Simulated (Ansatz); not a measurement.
# AlN (F-43m), random displacements

Level of theory: DFT PBE, scalar-relativistic, plane waves, PAW in Ansatz 0.2.0. Cutoff 520 eV, Γ-centred 6×6×6 k-points, Gaussian smearing of 0.05 eV. No spin polarisation. Energies are free energies at this smearing, counted from the undisturbed cell; pressure is positive in compression.

Reference structure (as given, not relaxed at this level; this form isn't the usual structure):

```
Al N
1.0
     4.36799    0.00000    0.00000
     0.00000   -4.36799    0.00000
     0.00000    0.00000   -4.36799
Al N
4 4
Direct
  0.00000 0.50000 0.50000
  0.50000 0.00000 0.50000
  0.50000 0.50000 0.00000
  0.00000 0.00000 0.00000
  0.75000 0.75000 0.75000
  0.25000 0.25000 0.75000
  0.25000 0.75000 0.25000
  0.75000 0.25000 0.25000
```

After a displacement of all atoms with no net shift, the run gives ΔE = 162.7 meV/atom; stress (xx, yy, zz, yz, xz, xy; compression positive) (8.20, 5.69, 10.64, 4.82, 5.48, -1.20) GPa; gap on the mesh 2.01 eV.

```csv
atom,Fx (eV/Å),Fy,Fz
Al1,-1.385,4.235,-1.355
Al2,1.849,-2.032,-1.001
Al3,1.662,3.488,1.400
Al4,1.453,-1.341,-0.445
N5,-0.343,-0.794,0.478
N6,0.446,-2.040,1.036
N7,-1.899,-1.097,0.776
N8,-1.784,-0.419,-0.889
```

(1) Which displacements (Å, in the unstrained cell) and strain were applied?

Results:

(1)
| atom | ux | uy | uz |
| --- | --- | --- | --- |
| Al1 | 0.08 | -0.19 | 0.05 |
| Al2 | -0.04 | 0.01 | 0.02 |
| Al3 | -0.07 | -0.06 | -0.04 |
| Al4 | -0.12 | 0.07 | 0.04 |
| N5 | -0.03 | 0.08 | 0.01 |
| N6 | -0.03 | 0.13 | -0.08 |
| N7 | 0.10 | -0.01 | -0.02 |
| N8 | 0.11 | -0.02 | 0.02 |
The cell is not strained.

Cost: 1 run of about 0.4 core-minutes, on Intel Xeon Platinum 8259CL (Skylake/Cascade Lake) (shared hosts).